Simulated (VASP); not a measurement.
# Te (P3_121) in VASP: settings compared, part 2 of 2

VASP 6.6.1. The steps go on from the part before.

## (3) Band structure, rev-vdW-DF2

This run uses another cell than the first one, of 33.50 Å³/atom, 1.045 times its volume.

The input, INCAR:

```
SYSTEM = Te
  PREC = Accurate
  ENCUT = 520
  EDIFF = 1E-6
  ISMEAR = 0
  SIGMA = 0.03
  LREAL = .FALSE.
  LASPH = .TRUE.
  NELM = 80
  ALGO = Normal
  ISIF = 2
  LWAVE = .FALSE.
  LCHARG = .FALSE.
  GGA = MK
  LUSE_VDW = .TRUE.
  AGGAC = 0.0
  PARAM1 = 0.1234
  PARAM2 = 0.711357
  ZAB_VDW = -1.8867
  NBANDS = 16
  ICORELEVEL = 1
```

The input, KPOINTS:

```
Automatic mesh
0
G
  9 9 6
  0 0 0
```

The input, POSCAR:

```
Te                                      
1.0
    4.3967524655     -0.0000000000      0.0000000000
   -2.1983762327      3.8076993307      0.0000000000
    0.0000000000      0.0000000000      6.0023381793
  Te            
     3
Direct
     0.2795425820765792    1.0000000000000000    0.3333333300000021
     0.9999999999999858    0.2795425820765437    0.6666666699999979
     0.7204574179234421    0.7204574179234563    1.0000000000000000
```

The input, KPOINTS_OPT:

```
explicit points
141
Reciprocal
 0.0000000000  0.0000000000  0.0000000000 1
 0.0357142857  0.0000000000  0.0000000000 1
 0.0714285714  0.0000000000  0.0000000000 1
 0.1071428571  0.0000000000  0.0000000000 1
 0.1428571429  0.0000000000  0.0000000000 1
 0.1785714286  0.0000000000  0.0000000000 1
[... 133 lines left out ...]
 0.5000000000  0.0000000000  0.5000000000 1
 0.5000000000  0.0000000000  0.0000000000 1
```

Potentials or basis: VASP PAW PBE potentials, release 64 (Te).

Started as:

```sh
$ cat potpaw_PBE.64/Te/POTCAR > POTCAR
$ mpirun -np 1 vasp_std > vasp.out
```

OUTCAR:

```text
SYSTEM = Te
   PREC = Accurate
   ENCUT = 520
   EDIFF = 1E-6
   ISMEAR = 0
   LREAL = .FALSE.
   LASPH = .TRUE.
   NELM = 80
   ISIF = 2
   GGA = MK

 ion  position               nearest neighbor table
   1  0.280  0.000  0.333-   3 2.92   2 2.92   3 3.41   3 3.41   2 3.41   2 3.41
   2  1.000  0.280  0.667-   3 2.92   1 2.92   3 3.41   3 3.41   1 3.41   1 3.41
   3  0.720  0.720  0.000-   1 2.92   2 2.92   1 3.41   2 3.41   2 3.41   1 3.41

  LATTYP: Found a hexagonal cell.
 ALAT       =     4.3967524655
 C/A-ratio  =     1.3651753712

  Lattice vectors:

 A1 = (   4.3967524655,   0.0000000000,   0.0000000000)
 A2 = (  -2.1983762327,   3.8076993307,   0.0000000000)
 A3 = (   0.0000000000,   0.0000000000,   6.0023381793)

Analysis of symmetry for initial positions (statically):
=====================================================================
 Subroutine PRICEL returns:
 Original cell was already a primitive cell.

 Routine SETGRP: Setting up the symmetry group for a
 hexagonal supercell.

 Subroutine GETGRP returns: Found  6 space group operations
 (whereof  2 operations were pure point group operations)
 out of a pool of 24 trial point group operations.

The static configuration has the point symmetry C_2 .
 The point group associated with its full space group is D_3 .

Analysis of symmetry for dynamics (positions and initial velocities):
=====================================================================
 Subroutine PRICEL returns:
 Original cell was already a primitive cell.

 Routine SETGRP: Setting up the symmetry group for a
 hexagonal supercell.

 Subroutine GETGRP returns: Found  6 space group operations
 (whereof  2 operations were pure point group operations)
 out of a pool of 24 trial point group operations.

The dynamic configuration has the point symmetry C_2 .
 The point group associated with its full space group is D_3 .

 Subroutine INISYM returns: Found  6 space group operations
 (whereof  2 operations are pure point group operations),
[... 130 lines left out ...]
   LRPA    =     F    only Hartree local field effects (RPA)
 non-spin polarized calculation
 Gauss-broadening in eV      SIGMA  =   0.03
  energy-cutoff  :      520.00
  volume of cell :      100.49
 maximum number of plane-waves:      2734
 NGX is ok and might be reduce to    36
   NGX = 17   NGY = 17   NGZ = 23

 number of electron      17.9999999 magnetization

 Free energy of the ion-electron system (eV)
  ---------------------------------------------------
  ext. energy  EPLUGINS =         0.00000000
  ---------------------------------------------------
  free energy    TOTEN  =        -4.51689716 eV

  energy without entropy =       -4.51681296  energy(sigma->0) =       -4.51685506

 the core state eigenenergies are
   1-  1s -31610.3183  2s  -4837.8641  2p  -4341.2650  3s   -954.0537  3p   -792.7120
       3d   -548.9634  4s   -153.5214  4p   -103.5573  4d    -30.8674
   2-  1s -31610.3183  2s  -4837.8641  2p  -4341.2650  3s   -954.0537  3p   -792.7120
       3d   -548.9634  4s   -153.5214  4p   -103.5573  4d    -30.8674
   3-  1s -31610.3183  2s  -4837.8641  2p  -4341.2650  3s   -954.0537  3p   -792.7120
       3d   -548.9634  4s   -153.5214  4p   -103.5573  4d    -30.8674

 E-fermi :   6.0519     XC(G=0):  -9.1988

 val. band max:        6.0202963283   @ k =   0.3333   0.3333   0.5000
 cond. band min:       6.0751236904   @ k =   0.3333   0.3333   0.5000
 fundamental gap:      0.0548273621
 Fermi energy:         6.0518765157

 k-point     1 :       0.0000    0.0000    0.0000
  band No.  band energies     occupation
      1      -7.5763      2.00000
      2      -4.3630      2.00000
      3      -4.3630      2.00000
      4       3.1543      2.00000
      5       3.4365      2.00000
      6       3.4365      2.00000
[... 262 lines left out ...]
      3      -3.4785      2.00000
      4       2.5352      2.00000
      5       2.6080      2.00000
      6       3.2654      2.00000
[... 8 lines left out ...]
     15      11.8490      0.00000
     16      12.3257      0.00000

------------------------ aborting loop because EDIFF is reached ----------------------------------------

  FORCE on cell =-STRESS in cart. coord.  units (eV):
  Direction    XX          YY          ZZ          XY          YZ          ZX
  --------------------------------------------------------------------------------------
  -------------------------------------------------------------------------------------
  Total        0.0100097      0.0100097      0.0105132      0.0000000      0.0000000      0.0000000
  in kB        0.1595936      0.1595936      0.1676216      0.0000000      0.0000000      0.0000000
  external PRESSURE =       0.1622696 kB  Pullay stress =       0.0000000 kB

 VOLUME and BASIS-vectors are now :
 -----------------------------------------------------------------------------
  energy-cutoff  :      520.00
  volume of cell :      100.49
      direct lattice vectors                 reciprocal lattice vectors
     4.396752465  0.000000000  0.000000000     0.227440596  0.131312889  0.000000000
    -2.198376233  3.807699331  0.000000000     0.000000000  0.262625778  0.000000000
     0.000000000  0.000000000  6.002338179     0.000000000  0.000000000  0.166601743

 POSITION                                       TOTAL-FORCE (eV/Angst)
 -----------------------------------------------------------------------------------
      1.22908      0.00000      2.00078         0.004044     -0.000000     -0.000000
      3.78221      1.06441      4.00156        -0.002022      0.003503      0.000000
      1.58384      2.74329      0.00000        -0.002022     -0.003503      0.000000
 -----------------------------------------------------------------------------------
    total drift:                                0.000003     -0.000004      0.000000

  FREE ENERGIE OF THE ION-ELECTRON SYSTEM (eV)
  ---------------------------------------------------
  free  energy   TOTEN  =        -4.5168971618 eV

  energy  without entropy=       -4.5168129578  energy(sigma->0) =       -4.51685506

Total vdW correction in eV:      3.3874465
```

OSZICAR:

```text
N       E                     dE             d eps       ncg     rms          rms(c)
DAV:   1     0.772323803464E+02    0.77232E+02   -0.65564E+03  1984   0.904E+02
DAV:   2     0.192488953688E+00   -0.77040E+02   -0.73161E+02  2640   0.133E+02
[... 28 lines left out ...]
DAV:   8     0.408064682790E+03   -0.16672E-05     2240
DAV:   9     0.408064682703E+03   -0.86704E-07     2176
       N       E                     dE             ncg
DAV:   1     0.236136888668E+05   -0.71037E+04      544
DAV:   2     0.223428029762E+05   -0.12709E+04      744
DAV:   3     0.222710910851E+05   -0.71712E+02      592
DAV:   4     0.222697748954E+05   -0.13162E+01      896
DAV:   5     0.222697610437E+05   -0.13852E-01      640
DAV:   6     0.222697603691E+05   -0.67458E-03      920
DAV:   7     0.222697603679E+05   -0.12373E-05      592
DAV:   8     0.222697603679E+05   -0.37635E-07      648
```

Wall time 3.4 min (1 thread of Intel Xeon 6975P-C (Granite Rapids), shared host); peak memory 0.6 GiB.

What came out:

- Free energy: -4.5169 eV
- Pressure: 0.0 GPa
- Largest force: 0.004 eV/Å
- Band gap on the k mesh: 0.05 eV, direct
- Band gap along the path: 0.04 eV, indirect (least direct gap 0.05 eV)

Forces in eV/Å, atoms in the order of the input:
```
Te   0.004  0.000  0.000
Te  -0.002  0.004  0.000
Te  -0.002 -0.004  0.000
```

Levels at the corners of the path, in eV from the valence-band top:
```csv
point,band 6,band 7,band 8,band 9,band 10,band 11,band 12,band 13
Γ,-2.60,-1.69,-1.69,-1.00,0.95,0.95,1.61,4.96
M,-3.71,-3.66,-0.86,-0.73,0.65,0.66,2.74,3.58
M,-3.71,-3.66,-0.86,-0.73,0.65,0.66,2.74,3.58
K,-3.21,-3.21,-3.07,-2.94,2.85,2.85,3.06,4.98
K,-3.21,-3.21,-3.07,-2.94,2.85,2.85,3.06,4.98
Γ,-2.60,-1.69,-1.69,-1.00,0.95,0.95,1.61,4.96
Γ,-2.60,-1.69,-1.69,-1.00,0.95,0.95,1.61,4.96
A,-2.57,-1.25,-0.88,-0.88,0.33,0.36,0.36,3.92
A,-2.57,-1.25,-0.88,-0.88,0.33,0.36,0.36,3.92
L,-3.54,-2.57,-2.29,-0.28,0.49,1.92,2.54,4.40
L,-3.54,-2.57,-2.29,-0.28,0.49,1.92,2.54,4.40
H,-5.09,-0.87,-0.02,-0.02,0.04,1.05,1.05,6.01
H,-5.09,-0.87,-0.02,-0.02,0.04,1.05,1.05,6.01
A,-2.57,-1.25,-0.88,-0.88,0.33,0.36,0.36,3.92
L,-3.54,-2.57,-2.29,-0.28,0.49,1.92,2.54,4.40
M,-3.71,-3.66,-0.86,-0.73,0.65,0.66,2.74,3.58
K,-3.21,-3.21,-3.07,-2.94,2.85,2.85,3.06,4.98
H,-5.09,-0.87,-0.02,-0.02,0.04,1.05,1.05,6.01
```

Core levels (eV, on the scale of the bands):
```csv
atom,levels
1 Te,"1s -31610.3, 2s -4837.9, 2p -4341.3, 3s -954.1, 3p -792.7, 3d -549.0, 4s -153.5, 4p -103.6, 4d -30.9"
2 Te,"1s -31610.3, 2s -4837.9, 2p -4341.3, 3s -954.1, 3p -792.7, 3d -549.0, 4s -153.5, 4p -103.6, 4d -30.9"
3 Te,"1s -31610.3, 2s -4837.9, 2p -4341.3, 3s -954.1, 3p -792.7, 3d -549.0, 4s -153.5, 4p -103.6, 4d -30.9"
```

Caveat: the PAW data sets were made with another functional, which shifts forces and pressure a little; spin-orbit coupling is left out, which moves the levels of the heavy elements.
